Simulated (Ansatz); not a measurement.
## Elastic constants of TlCl (Pm-3m), step by step

```yaml
crystal:
  lattice:
    - [3.76923, 0.00000, 0.00000]
    - [0.00000, 3.76923, 0.00000]
    - [0.00000, 0.00000, 3.76923]
  atoms:
    - { symbol: Tl, position: [0.00000, 0.00000, 0.00000] }
    - { symbol: Cl, position: [0.50000, 0.50000, 0.50000] }
```

The conventional cell has a = 3.769 Å, b = 3.769 Å, c = 3.769 Å, α = 90.00°, β = 90.00°, γ = 90.00°. Around Tl (atom 1) lie 8 Cl at 3.26 Å. Around Cl (atom 2) lie 8 Tl at 3.26 Å.

Level of theory, where no other is named: PBEsol, all-electron LAPW in Ansatz 0.2.0, scalar-relativistic. k mesh 6×6×6, fixed occupations, basis error target 0.5 meV/atom. The cell was relaxed by PAW under this functional, which moved its volume by -5 % from the database entry's.

The cell is cubic and carries a residual pressure of 0.01 GPa at this level. Each strain component that symmetry leaves independent is applied at ±0.003 and ±0.006, the ions relax wherever a strain frees them, and the stress (tension positive, GPa) is read. Shears are engineering strains, γ = 2ε.

| strain | size | σxx | σyy | σzz | σyz | σxz | σxy |
| --- | --- | --- | --- | --- | --- | --- | --- |
| xx | -0.006 | -0.3017 | -0.1416 | -0.1416 | 0.0000 | 0.0000 | 0.0000 |
| xx | -0.003 | -0.1555 | -0.0757 | -0.0757 | 0.0000 | 0.0000 | 0.0000 |
| xx | +0.003 | 0.1311 | 0.0520 | 0.0520 | 0.0000 | 0.0000 | 0.0000 |
| xx | +0.006 | 0.2716 | 0.1138 | 0.1138 | 0.0000 | 0.0000 | 0.0000 |
| yz | -0.006 | -0.0132 | -0.0126 | -0.0126 | -0.0644 | 0.0000 | 0.0000 |
| yz | -0.003 | -0.0117 | -0.0115 | -0.0115 | -0.0322 | 0.0000 | 0.0000 |
| yz | +0.003 | -0.0117 | -0.0115 | -0.0115 | 0.0322 | 0.0000 | 0.0000 |
| yz | +0.006 | -0.0132 | -0.0126 | -0.0126 | 0.0644 | 0.0000 | 0.0000 |

The slope is [8(σ(+δ) − σ(−δ)) − (σ(+2δ) − σ(−2δ))]/(12δ), and the program imposes the crystal's symmetry on the matrix.

Task: What are the independent elastic constants?

Result: C11 = 47.8, C12 = 21.3, C44 = 10.7 GPa.

Task: Do they meet the Born conditions?

Result: C11 − C12 = 26.5, C11 + 2C12 = 90.3 and C44 = 10.7 GPa must all be positive, so the crystal is elastically stable; that says nothing yet of its phonons.

Task: What moduli does a random aggregate of grains have?

Result: B = (C11 + 2C12)/3 = 30.1 GPa. G_V = (C11 − C12 + 3C44)/5 = 11.7 and G_R = 5(C11 − C12)C44/(4C44 + 3(C11 − C12)) = 11.6, so G_H = 11.7 GPa. Then E = 9BG/(3B + G) = 31.0 GPa, ν = (3B − 2G)/(6B + 2G) = 0.328 and B/G = 2.58, on the ductile side of Pugh's 1.75 (a rule of thumb, made for metals; it doesn't predict ductility here).

Task: With the density of 7.437 g/cm³, how fast does sound travel, and what Debye temperature follows?

Result: 

| direction | slow (m/s) | middle (m/s) | fast (m/s) |
| --- | --- | --- | --- |
| [100] | 1201 | 1201 | 2534 |
| [110] | 1201 | 1334 | 2467 |
| [111] | 1292 | 1292 | 2444 |

The mean of v⁻³ over directions and branches gives v_m = 1404 m/s and θ_D = (ħ/k_B) v_m (6π²n)^(1/3) = 140 K, n being atoms per volume. Young's modulus spans 29 to 35 GPa over directions, and the universal anisotropy index is 0.05.

Task: How far do the constants move if PAW replaces LAPW in the same cell?

Result: 

| constant | LAPW (GPa) | PAW (GPa) | difference |
| --- | --- | --- | --- |
| C11 | 47.8 | 47.7 | -0.1 |
| C12 | 21.3 | 21.3 | 0.0 |
| C44 | 10.7 | 10.7 | 0.0 |

Task: What happens at 10 GPa (cell relaxed there)?

Result: The volume falls to 0.8199 of its value, and C11 = 93.0, C12 = 67.1, C44 = 35.6 GPa (slopes of the stress), in this structure whether or not another phase takes over.

Caveats: no spin-orbit coupling on heavy atoms; the frozen-core PAW files of the compared runs were fitted under PBE, their cores solved anew for this functional.
